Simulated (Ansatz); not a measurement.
Crystal: Ta2N.

```
Ta N
1.0
     3.11286    0.00000    0.00000
    -1.55643    2.69582    0.00000
     0.00000    0.00000    4.86984
Ta N
2 1
Cartesian
  -0.0066 1.7615 1.2238
  1.6174 0.9226 3.6193
  -0.0143 0.0159 0.0193
```

The cell comes from a database or a generator and needn't be the stable form of this composition.

The cell isn't the ideal one: atoms moved at random, drawn with an rms of 0.05 Å.

A run of Ansatz 0.2.0 on this cell left the log below. Logs are shortened: lines on timing, memory, paths and dates and some standing lists are left out, and cuts for length are marked.

```text
Warning: RAYON_NUM_THREADS=2 ignored (pool sized by the plan → 2); use --threads N
Engine: ansatz 0.2.0, aarch64-unknown-linux-gnu
Pseudopotentials: kind: paw
Pseudopotential: Ta, paw, valence charge 13, recommended cutoff 420 eV (normal), Ta.paw.azcp
Pseudopotential: N, paw, valence charge 5, recommended cutoff 420 eV (normal), N.paw.azcp
Functional definition: PBE
  parameter kappa = 0.804
  parameter beta = 0.06672455060314922
  exchange = pbe_x(kappa = kappa, mu = beta*pi^2/3)
  correlation = pbe_c(beta = beta)
Crystal: 3 atoms, lattice volume = 40.866 Å³
Basis set: ecut = 420 eV, 797 PW (Γ), exchange–correlation on 48×48×72 points (8 copies of the dense FFT grid, shifted against one another)
Bands: 20, of which v1, the nominal top of the filled ones, is band 16 counted from 1 (15 counted from 0)
Symmetry: 1 space group operations
Space group: P1 (ITA 1), of the structure as read, at distance tolerance 3.4e-5 Å
k-points: 304 of 600 (time reversal used)
Non-local potential: Ta, projectors of the file, l = 0: 3, l = 1: 2, l = 2: 2, l = 3: 1
Non-local potential: N, projectors of the file, l = 0: 2, l = 1: 2, l = 2: 1
PAW form: soft (Blöchl's): semilocal exchange-correlation on the pseudo side does not see the compensation charge
PAW one-centre angular grid: Ta, 590 points (default); XC on 64 Gauss nodes
PAW one-centre angular grid: N, 110 points (default); XC on 64 Gauss nodes
Initial density: superposition of atomic densities (neutral atoms: chi_scale 0, normalization atom), corrected by the library's trained network
Initial wavefunctions: pseudopotential atomic-orbital guess
Functional: x = pbe(κ = 0.804, μ = 0.2195149727645171), c = pbe(β = 0.06672455060314922)
SCF iter   1: F=—  HF=-20250.884514 eV  |F-HF|=—  |Δ(HF+E_count)|=         —  Δρ=5.33e-3  dr2=1.22e-2  ethr=1.77e-3  ⟨swp⟩=5.9  Hψ=27591  notcnv=0
preconditioner: auto → Kerker (q_TF=auto, 2.605 Å⁻¹)  [metal: Δε(μ)=0.009 eV  Ē_g=8.354 eV  σ=0.050 eV  W_gap=0.05  n_scr=10 (ndim 8)  ℏωp=22.5 eV  f_vac=0.000  D(μ)=1.32/eV (n_scr^D=8)]
SCF iter   2: F=—  HF=-20250.882945 eV  |F-HF|=—  |Δ(HF+E_count)|=   1.57e-3  Δρ=3.31e-3  dr2=4.94e-3  ethr=3.95e-5  ⟨swp⟩=1.0  Hψ=8516  notcnv=0
SCF iter   3: F=—  HF=-20250.882223 eV  |F-HF|=—  |Δ(HF+E_count)|=   7.22e-4  Δρ=7.90e-4  dr2=4.58e-4  ethr=1.59e-5  ⟨swp⟩=2.0  Hψ=7160  notcnv=0
SCF iter   4: F=—  HF=-20250.882132 eV  |F-HF|=—  |Δ(HF+E_count)|=   9.05e-5  Δρ=2.76e-4  dr2=2.30e-5  ethr=1.48e-6  ⟨swp⟩=2.0  Hψ=8218  notcnv=0
SCF iter   5: F=—  HF=-20250.882135 eV  |F-HF|=—  |Δ(HF+E_count)|=   2.73e-6  Δρ=5.98e-5  dr2=2.18e-6  ethr=7.42e-8  ⟨swp⟩=2.0  Hψ=8348  notcnv=0
SCF iter   6: F=—  HF=-20250.882135 eV  |F-HF|=—  |Δ(HF+E_count)|=   2.59e-7  Δρ=2.08e-5  dr2=1.84e-7  ethr=7.03e-9  ⟨swp⟩=2.0  Hψ=7822  notcnv=0
SCF iter   7: F=-20250.882135 eV  HF=-20250.882135 eV  |F-HF|=1.36e-8  |Δ(HF+E_count)|=   1.28e-8  Δρ=5.62e-6  dr2=2.13e-8  ethr=3.23e-10  ⟨swp⟩=4.2  Hψ=19409  notcnv=0
SCF 1 converged in 7 iterations: F = -20250.882135 eV  dr2 = 2.13e-8
  greatest PAW one-centre occupation: 0.999 electrons in one spin orbital (limit 2), on the Ta atom at site 0 (counted from 0), in its partial waves of l = 0
SCF converged after 7 iterations
Free energy (F): -20250.882135 eV
Harris-Foulkes:  -20250.882135 eV  (|F-HF|=1.36e-8)
Internal energy: -20250.871341 eV  (E = F + TS)
E sigma→0 (E₀):  -20250.876738 eV
Entropy (-TS):   -0.010794 eV (-3.598 meV/atom)
Fermi energy:    19.598543 eV
--- Per-component energies (eV) ---
  E_band       = -180.506253
  E_kinetic    = 864.199127
  E_local      = -1253.848469  (includes V_loc(G=0)·N_el)
  E_nonlocal   = 73.549373
  E_hartree    = 433.436017
  E_xc         = -498.044566
  E_vxc        = -485.923227  (∫ρ·V_xc dr)
  E_paw        = -16920.586103  (= ΣΔE_a)
  E_vpaw       = -245.355396  (= ΣTr[D̂ρ^β])
  E_aug_tail   = 0.000406  (compensation charges beyond the density's cutoff)
  E_ewald      = -2949.577125
  E_smearing   = -0.010794  (= −TS)
  E_closure    = 0.000000  (closes the sum)
  Σ components = -20250.882135   (vs F -20250.882135, Δ=0.00e0)
--- Forces (eV/Å), atoms counted from 1 ---
  atom   1  Ta    -0.05235383     0.36668623     0.32467167
  atom   2  Ta    -0.43652457     0.00766324     0.14081734
  atom   3  N      0.48888263    -0.37434699    -0.46559372
  max |Σ_I F_I| component: 1.05e-4 eV/Å
--- Stress (GPa, compression-positive) ---
       -0.909231       0.125397       0.965003
        0.125397      -0.733940       1.156658
        0.965003       1.156659      -0.051563
  P = ⅓ Tr σ = -0.5649 GPa (-5.649 kbar)
--- Band table (eV; the first three rows and the last of 304) ---
  k-point 0: bands = ["-49.0092", "-48.9315", "-16.0515", "-15.3413", "-15.3206", "-15.2260", "-15.1862", "-15.0848", "2.1671", "11.1940", "13.4681", "13.5605", "14.6262", "18.8140", "19.2407", "19.4862", "19.6559", "19.9778", "20.1117", "20.5976"]
  k-point 1: bands = ["-49.0041", "-48.9367", "-15.9917", "-15.3321", "-15.3148", "-15.2319", "-15.1964", "-15.1528", "2.2208", "11.0204", "13.4164", "13.5250", "14.9786", "18.3893", "18.9956", "19.1518", "19.9228", "20.2447", "20.5365", "21.1203"]
  k-point 2: bands = ["-48.9902", "-48.9507", "-15.8263", "-15.3485", "-15.2992", "-15.2949", "-15.2471", "-15.2223", "2.3305", "10.7138", "13.3184", "13.4589", "15.8265", "17.6941", "18.6016", "18.7043", "20.7203", "21.0095", "21.2955", "21.8021"]
  k-point 303: bands = ["-48.9387", "-48.9312", "-16.0103", "-15.9607", "-15.4299", "-15.3990", "-15.3300", "-15.3130", "2.9406", "11.1400", "12.9199", "13.5063", "16.2675", "17.4054", "17.5159", "19.3226", "20.3739", "22.8129", "23.0774", "23.5839"]
```

Task: Write the input and the command behind it.

Result: Single point with PBE, no spin polarisation. The files as run (others can give the same):

input.yaml
```yaml
crystal:
  lattice:
    - [3.112861506, 0.0, 0.0]
    - [-1.556430753, 2.6958171426, 0.0]
    - [0.0, 0.0, 4.869841]
  atoms:
    - { symbol: Ta, position: [0.324603, 0.653424, 0.251293] }
    - { symbol: Ta, position: [0.690688, 0.342229, 0.743211] }
    - { symbol: "N", position: [-0.001655, 0.005883, 0.003957] }
hamiltonian:
  xc: pbe
  pseudopotentials: { kind: paw }
kpoints:
  mp_grid: { grid: [10, 10, 6] }
scf:
  occupations: { method: fermi_dirac, width: 0.05 }
output:
  forces: true
  stress: true
  eigenvalues: true
```

Potentials or basis: Ansatz PAW.
Command:
```bash
$ ansatz run input.yaml --threads 2 --pin off --max-ram 5120MiB --backend cpu --events-out ev --progress --plain --runs-dir out
```
